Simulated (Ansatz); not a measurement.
The system is W2C.

```
CELL_PARAMETERS angstrom
3.07005 0.00000 0.00000
-1.53502 2.65874 0.00000
0.00000 0.00000 4.67843
ATOMIC_POSITIONS crystal
W 0.66667 0.33333 0.25367
W 0.33333 0.66667 0.74633
C 0.00000 0.00000 0.00000
```

The cell comes from a database or a generator and needn't be the stable form of this composition.

```yaml
Program: Ansatz 0.2.0
Task: single point
Functional: PBE
Potentials_or_basis: Ansatz PAW
Cutoff: "420 eV (not typed: the program's choice for these potentials)"
k_mesh: 10 × 10 × 6
Occupations: fermi-dirac, width 0.05 eV
Spin: no spin polarisation
```

On this cell: pressure -1.8 GPa; largest force under 0.003 eV/Å; band gap on the k mesh none (metal or under the smearing width).

The same run follows on a disturbed copy (atoms moved at random, drawn with an rms of 0.05 Å):

```
W C
1.0
     3.07005    0.00000    0.00000
    -1.53502    2.65874    0.00000
     0.00000    0.00000    4.67843
W C
2 1
Direct
  0.67577 0.34560 0.24777
  0.31756 0.65626 0.74355
  0.99988 0.00368 0.99864
```

**Question.** What does the disturbed cell give?

**Answer.** The energy (extrapolated to zero smearing) moves by +4.5 meV/atom; pressure -1.0 GPa; largest force 0.439 eV/Å; band gap on the k mesh none (metal or under the smearing width).

Forces on the atoms (eV/Å):
```
W   -0.118 -0.232  0.354
W    0.188  0.343 -0.135
C   -0.070 -0.111 -0.219
```

Stress tensor (GPa, compression positive):
```
-2.27 -0.53 -1.21
-0.53 -0.44 -2.04
-1.21 -2.04 -0.22
```
